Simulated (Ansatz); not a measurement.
# Convergence study of the plane-wave cutoff for AlSb (R3m, 2 atoms in the cell)

```
CELL_PARAMETERS angstrom
      0.00000     3.06079     3.06079
      3.06079     0.00000     3.06079
      3.06079     3.06079     0.00000
ATOMIC_POSITIONS crystal
  Al 0.00472 0.00472 0.00472
  Sb 0.25000 0.25000 0.25000
```

Method: PBE (plane waves, PAW; Ansatz, a first-principles code).

Base settings: basis.ecutwfc = 420 eV; kpoints.mp_grid.grid = 7 7 7; hamiltonian.xc = pbe; hamiltonian.pseudopotentials = {kind: paw} (the program's default PAW files); scf.occupations.method = fermi_dirac; scf.occupations.width = 0.01 eV.

The second cell is the first with its lattice scaled by 0.98.

The mesh stays at the base's, so the ladder's end is converged at best in this setting alone.

The first pressure column holds Ansatz's estimate of the finite-basis (Pulay) stress, which hides part of the cutoff error; the other is without it.

Only quantities that move along the ladder and can be compared are tabulated.

The count of work is k-points × plane waves × bands × iterations; it is no time. 

The starting cell has typed, rounded lattice constants, without a prior relaxation at this level. Its lattice was rescaled by up to half a per cent. One atom was moved a little off its site on purpose.

Steps (basis.ecutwfc): 145 eV; 170 eV; 190 eV; 210 eV; 230 eV; 250 eV; 295 eV; 335 eV; 380 eV; 420 eV; 460 eV; 505 eV; 565 eV; 630 eV; 735 eV; 840 eV; 1010 eV.

What is the coarsest basis.ecutwfc that holds the free energy within 0.5 meV/atom of the last step, with all finer ones?

460 eV, at 0.29 of the last step's count of work; the step before is off by 1.0 meV/atom.

What is the coarsest basis.ecutwfc that holds the energy of the compressed cell less the first within 0.5 meV/atom of the last step, with all finer ones?

380 eV, at 0.22 of the last step's count of work; the step before is off by 0.78 meV/atom.

What is the coarsest basis.ecutwfc that holds the pressure without the Pulay estimate within 0.2 GPa of the last step, with all finer ones?

380 eV, at 0.22 of the last step's count of work; the step before is off by 0.68 GPa.

| basis.ecutwfc | free energy less the last step's (meV/atom) | energy of the compressed cell less the first (meV/atom) | pressure (GPa) | pressure without the Pulay estimate (GPa) | largest difference of a force vector from the last step's (eV/Å) | count of work / last |
|---|---|---|---|---|---|---|
| 145 eV | 47820.92 | -401.73 | -8.23 | -960.32 | 0.078 | 0.081 |
| 170 eV | 17913.72 | 193.07 | 8.74 | -454.57 | 0.030 | 0.077 |
| 190 eV | 8097.39 | -77.28 | 0.76 | -232.72 | 0.080 | 0.090 |
| 210 eV | 3510.45 | 21.89 | 4.47 | -111.57 | 0.053 | 0.11 |
| 230 eV | 1499.58 | 43.70 | 2.50 | -51.30 | 0.007 | 0.11 |
| 250 eV | 638.85 | 57.30 | 2.98 | -22.46 | 0.013 | 0.12 |
| 295 eV | 88.96 | 54.53 | 3.09 | -1.46 | 0.006 | 0.15 |
| 335 eV | 12.64 | 51.61 | 2.89 | 2.14 | 0.002 | 0.19 |
| 380 eV | 2.46 | 50.85 | 2.83 | 2.74 | 0.000 | 0.22 |
| 420 eV | 1.04 | 50.85 | 2.82 | 2.79 | 0.000 | 0.27 |
| 460 eV | 0.44 | 50.84 | 2.82 | 2.81 | 0.000 | 0.29 |
| 505 eV | 0.18 | 50.85 | 2.82 | 2.82 | 0.000 | 0.34 |
| 565 eV | 0.11 | 50.84 | 2.82 | 2.82 | 0.000 | 0.42 |
| 630 eV | 0.09 | 50.84 | 2.82 | 2.82 | 0.000 | 0.49 |
| 735 eV | 0.07 | 50.84 | 2.82 | 2.82 | 0.000 | 0.62 |
| 840 eV | 0.03 | 50.84 | 2.82 | 2.82 | 0.000 | 0.73 |
| 1010 eV | 0.00 | 50.83 | 2.82 | 2.82 | 0.000 | 1.0 |

The energy difference between the two cells stays within 1 meV/atom of the last step's from 335 eV on, the total only from 460 eV on: much of the error is common to both cells and cancels.

At the lowest cutoff the pressure without the Pulay estimate lies 963 GPa under the last step's, the usual sign of Pulay stress in an incomplete plane-wave basis.

Keys are those of Ansatz 0.2.
